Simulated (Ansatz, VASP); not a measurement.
# Two plane-wave programs on SiO2

Contents of INCAR:

```
ALGO = Normal
EDIFF = 1E-6
EDIFFG = -0.01
ENCUT = 600
GGA = PE
IBRION = 2
ISIF = 3
ISMEAR = 0
LASPH = T
LCHARG = F
LREAL = F
LWAVE = F
NELM = 80
NSW = 100
PREC = Accurate
SIGMA = 0.02
```

Contents of KPOINTS:

```
k-points
0
Gamma
  6 6 6
```

POSCAR

```
SiO2
1.0
    0.0000000000      3.7297239368      3.7297239368
    3.7297239368      0.0000000000      3.7297239368
    3.7297239368      3.7297239368      0.0000000000
Si O
2 4
Direct
    0.2500000000      0.2500000000      0.2500000000
    0.0000000000      0.0000000000      0.0000000000
    0.6250000000      0.1250000000      0.1250000000
    0.1250000000      0.1250000000      0.1250000000
    0.1250000000      0.1250000000      0.6250000000
    0.1250000000      0.6250000000      0.1250000000
```

Input for Ansatz:

```yaml
crystal:
  lattice:
    - [0.0, 3.7297239368, 3.7297239368]
    - [3.7297239368, 0.0, 3.7297239368]
    - [3.7297239368, 3.7297239368, 0.0]
  atoms:
    - { symbol: Si, position: [0.25, 0.25, 0.25] }
    - { symbol: Si, position: [0.0, 0.0, 0.0] }
    - { symbol: O, position: [0.625, 0.125, 0.125] }
    - { symbol: O, position: [0.125, 0.125, 0.125] }
    - { symbol: O, position: [0.125, 0.125, 0.625] }
    - { symbol: O, position: [0.125, 0.625, 0.125] }
basis:
  ecutwfc: 420
kpoints:
  mp_grid: { grid: [6, 6, 6] }
hamiltonian:
  xc: pbe
scf:
  occupations: { method: gaussian, width: 0.02 }
output:
  forces: true
  stress: true
  eigenvalues: true
  write_density: true
  write_potential: true
  elf: true
  volumetric_format: npy
relax:
  adjacent_minimum: "off"
  f_tol: 0.01
  max_steps: 80
  cell: { stress_tol: 0.05 }
```

Alike in both runs: task relaxation of cell and atoms; functional PBE; k mesh 6 × 6 × 6; occupations gaussian, width 0.02 eV; no spin polarisation.

|  | VASP | Ansatz |
| --- | --- | --- |
| version | VASP 6.6.1 | Ansatz 0.2.0 |
| potentials or method | VASP PAW PBE potentials, release 64 (Si, O) | scalar-relativistic, plane waves, PAW |
| plane-wave cutoff (eV) | 600 | 420 |
| valence electrons in the cell | 32 | 32 |

```tsv
	VASP	Ansatz	Ansatz less VASP
gap on the k mesh at the Fermi level, each at its own relaxed structure (eV)	5.38	5.37	-0.004
relaxed volume (Å³/atom)	17.28	17.30	+0.016
relaxed cell length with the largest relative difference (Å)	5.273	5.275	+0.0016
```

Ansatz warned: «xc_potential_rough_in_thin_density».

A k mesh can miss the band edges.
